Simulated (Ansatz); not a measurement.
A run of Ansatz 0.2.0 is set up as follows.

The input input.yaml:

```yaml
crystal:
  lattice:
    - [0.0, 2.03, 2.03]
    - [2.03, 0.0, 2.03]
    - [2.03, 2.03, 0.0]
  atoms:
    - { symbol: W, position: [0.0, 0.0, 0.0] }
hamiltonian:
  xc: pbe
  pseudopotentials: { kind: paw_fr }
magnetization:
  noncollinear: true
  spin_orbit: true
kpoints:
  mp_grid: { grid: [8, 8, 8] }
scf:
  occupations: { method: fermi_dirac, width: 0.05 }
output:
  forces: true
  stress: true
  eigenvalues: true
relax:
  f_tol: 0.01
  max_steps: 40
  cell: { stress_tol: 0.05 }
```

Potentials or basis: Ansatz PAW.

Command:

```console
$ ansatz run input.yaml --threads 2 --pin off --max-ram 5632MiB --backend cpu --events-out ev --progress --plain --runs-dir out
```

Problem. What does it give for the relaxed volume?

Solution. 16.49 Å³/atom.

Problem. What does it give for the space group after relaxing (to 0.05 Å)?

Solution. Fm-3m (No. 225).

Problem. Predict the band gap on the k mesh.

Solution. None (metal or under the smearing width).

Final structure:
```yaml
crystal:
  lattice:
    - [0.00000, 2.02023, 2.02023]
    - [2.02023, 0.00000, 2.02023]
    - [2.02023, 2.02023, 0.00000]
  atoms:
    - { symbol: W, position: [0.00000, 0.00000, 0.00000] }
```
